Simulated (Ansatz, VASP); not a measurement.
One calculation of CdSe, two programs

Contents of INCAR:

```
PREC = Accurate ; ENCUT = 600
EDIFF = 1E-6 ; ISMEAR = -1
SIGMA = 0.05 ; LREAL = False
LASPH = True ; NELM = 60
ALGO = Normal ; ISIF = 3
LWAVE = False ; LCHARG = False
IBRION = 2 ; NSW = 60
EDIFFG = -0.005
```

KPOINTS

```
regular mesh
0
Gamma
  11 11 11
```

POSCAR

```
CdSe
1.0
    0.0000000000      3.1053142479      3.1053142479
    3.1053142479      0.0000000000      3.1053142479
    3.1053142479      3.1053142479      0.0000000000
Cd Se
1 1
Direct
    0.0000000000      0.0000000000      0.0000000000
    0.2500000000      0.2500000000      0.2500000000
```

Input for Ansatz:

```yaml
crystal:
  lattice:
    - [0.0, 3.1053142479, 3.1053142479]
    - [3.1053142479, 0.0, 3.1053142479]
    - [3.1053142479, 3.1053142479, 0.0]
  atoms:
    - { symbol: Cd, position: [0.0, 0.0, 0.0] }
    - { symbol: Se, position: [0.25, 0.25, 0.25] }
kpoints:
  mp_grid: { grid: [11, 11, 11] }
scf:
  occupations: { method: fermi_dirac, width: 0.05 }
hamiltonian:
  xc: lda
  pseudopotentials: { kind: paw }
output:
  forces: true
  stress: true
relax:
  f_tol: 0.005
  max_steps: 40
  cell: {}
```

Alike in both runs: task relaxation of cell and atoms; functional LDA; k mesh 11 × 11 × 11; occupations fermi-dirac, width 0.05 eV; no spin polarisation.

|  | VASP | Ansatz |
| --- | --- | --- |
| version | VASP 6.6.1 | Ansatz 0.2.0 |
| potentials or method | VASP PAW LDA potentials, release 64 (Cd, Se) | PAW with Ansatz's default frozen-core files, scalar-relativistic |
| plane-wave cutoff (eV) | 600 | 420 |
| valence electrons in the cell | 18 | 36 |

|  | VASP | Ansatz | Ansatz less VASP |
| --- | --- | --- | --- |
| relaxed volume (Å³/atom) | 27.31 | 27.12 | -0.189 |
| relaxed cell length with the largest relative difference (Å) | 4.259 | 4.249 | -0.0099 |
| energy change over the relaxation (meV/atom) | -39 | -45 | -6.0 |

The two sets of potentials don't hold the same shells in valence.
